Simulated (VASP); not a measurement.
# Sr: single point with PBE

Sr:

```
CELL_PARAMETERS angstrom
-2.41285 2.41285 2.41285
2.41285 -2.41285 2.41285
2.41285 2.41285 -2.41285
ATOMIC_POSITIONS crystal
Sr 0.00000 0.00000 0.00000
```

The cell was built by a generator and needn't be a form met in nature.

```yaml
Program: VASP 6.6.1
Task: single point
Functional: PBE
Potentials_or_basis: VASP PAW PBE potentials, release 64 (Sr_sv)
Cutoff: 520 eV
k_mesh: 6 × 6 × 6
Occupations: gaussian, width 0.05 eV
Spin: no spin polarisation
```

```
Pressure               : -0.6 GPa
Band gap on the k mesh : none (metal or under the smearing width)
```

Levels at points of the mesh, in eV from the Fermi level:
| k point | band 1 | band 2 | band 3 | band 4 | band 5 | band 6 | band 7 | band 8 | band 9 | band 10 |
| --- | --- | --- | --- | --- | --- | --- | --- | --- | --- | --- |
| (0.00, 0.00, 0.00) | -36.67 | -18.56 | -18.56 | -18.56 | -3.62 | 2.34 | 2.34 | 2.34 | 3.63 | 3.63 |
| (0.50, 0.00, 0.00) | -36.66 | -18.74 | -18.62 | -18.56 | -1.00 | 0.18 | 1.20 | 3.44 | 4.10 | 5.29 |
| (0.50, 0.50, 0.50) | -36.65 | -18.69 | -18.69 | -18.69 | -0.13 | -0.13 | 3.52 | 3.52 | 3.52 | 4.90 |

It took 4.9 s on 1 thread of Intel(R) Xeon(R) 6975P-C (Granite Rapids) (shared host), peak memory 0.17 GiB.
